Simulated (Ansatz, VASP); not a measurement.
# Si in VASP and in Ansatz

The input POSCAR:

```
Si
1.0
   -3.3388458305      3.3388458305      1.8724613044
    3.3388458305     -3.3388458305      1.8724613044
    3.3388458305      3.3388458305     -1.8724613044
Si
4
Direct
    0.1681692959      0.1681692959      0.3363385919
    0.8318307041      0.8318307041      0.6636614081
    0.1681692959      0.8318307041      0.0000000000
    0.8318307041      0.1681692959      0.0000000000
```

The input INCAR.step1:

```
SYSTEM = Si
  PREC = Accurate
  ENCUT = 520
  ISMEAR = 0
  SIGMA = 0.05
  LREAL = .False.
  LASPH = .True.
  NELM = 100
  NBANDS = 16
  GGA = PE
  ALGO = Normal
  EDIFF = 1E-4
  LWAVE = .True.
  LCHARG = .False.
```

INCAR.step2

```
SYSTEM = Si
  PREC = Accurate
  ENCUT = 520
  EDIFF = 1E-6
  ISMEAR = 0
  SIGMA = 0.05
  LREAL = .False.
  LASPH = .True.
  NELM = 100
  ALGO = Normal
  ISIF = 2
  LWAVE = .False.
  LCHARG = .False.
  METAGGA = R2SCAN
  LMIXTAU = .True.
  NBANDS = 16
  ISTART = 1
```

File KPOINTS:

```
Automatic mesh
0
Gamma
  10 10 10
  0 0 0
```

Input for Ansatz:

```yaml
crystal:
  lattice:
    - [-3.3388458305, 3.3388458305, 1.8724613044]
    - [3.3388458305, -3.3388458305, 1.8724613044]
    - [3.3388458305, 3.3388458305, -1.8724613044]
  atoms:
    - { symbol: Si, position: [0.1681692959, 0.1681692959, 0.3363385919] }
    - { symbol: Si, position: [0.8318307041, 0.8318307041, 0.6636614081] }
    - { symbol: Si, position: [0.1681692959, 0.8318307041, 0.0] }
    - { symbol: Si, position: [0.8318307041, 0.1681692959, 0.0] }
basis:
  ecutwfc: 500
kpoints:
  mp_grid: { grid: [10, 10, 10] }
hamiltonian:
  xc: r2scan
scf:
  occupations: { method: gaussian, width: 0.05 }
output:
  forces: true
  stress: true
  eigenvalues: true
```

Alike in both runs: task single point; functional r2SCAN; k mesh 10 × 10 × 10; occupations gaussian, width 0.05 eV; no spin polarisation.

```csv
,VASP,Ansatz
version,VASP 6.6.1,Ansatz 0.2.0
potentials or method,"VASP PAW PBE potentials, release 64 (Si)","scalar-relativistic, plane waves, PAW"
plane-wave cutoff (eV),520,500
valence electrons in the cell,16,16
```

VASP gave:

* gap on the k mesh at the Fermi level (eV): none
* pressure (GPa): 4.0
* largest component of the traceless stress (GPa): 5.42
* rms of the force components (eV/Å): 1.596

Task: Estimate Ansatz's values.

Result: gap on the k mesh at the Fermi level (eV): none; pressure (GPa): 4.2; largest component of the traceless stress (GPa): 5.46; rms of the force components (eV/Å): 1.596.

Atom by atom the forces differ by 0.000 eV/Å (rms over components). A gap of «none» marks a metal or a gap that the smearing closes. With one functional, cell and mesh, what is left measures potentials, basis and numerics.

Caveats: the PAW data sets were made with another functional, which shifts forces and pressure a little (VASP).
